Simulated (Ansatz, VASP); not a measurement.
**TiAl: VASP beside Ansatz**

```
Ti Al
1.0
     3.17906    0.00000    0.00000
     0.00000    3.17906    0.00000
     0.00000    0.00000    3.17906
Ti Al
1 1
Direct
  0.00000 0.00000 0.00000
  0.50000 0.50000 0.50000
```

The cell comes from a database or a generator and needn't be the stable form of this composition.

Alike in both runs: task relaxation of cell and atoms; functional PBE; dispersion D4; k mesh 8 × 8 × 8; occupations fermi-dirac, width 0.05 eV; no spin polarisation.

|  | VASP | Ansatz |
| --- | --- | --- |
| version | VASP 6.6.1 | Ansatz 0.2.0 |
| potentials or method | VASP PAW PBE potentials, release 64 (Ti_sv, Al) | Ansatz PAW |
| plane-wave cutoff (eV) | 600 | 420 |
| valence electrons in the cell | 15 | 15 |

VASP gave:

* gap on the k mesh at the Fermi level, each at its own relaxed structure (eV): none
* relaxed volume (Å³/atom): 15.78
* relaxed cell length with the largest relative difference (Å): 3.160
* energy change over the relaxation (meV/atom): -2

Task: What did Ansatz give for the same quantities?

Result: gap on the k mesh at the Fermi level, each at its own relaxed structure (eV): none; relaxed volume (Å³/atom): 15.79; relaxed cell length with the largest relative difference (Å): 3.161; energy change over the relaxation (meV/atom): -2.

A gap of «none» marks a metal or a gap that the smearing closes.

Caveats: pairwise dispersion overbinds metals, which lowers pressure and volume; the plane-wave basis is chosen anew once the cell has moved, so the energies of steps on either side of that aren't comparable (Ansatz).
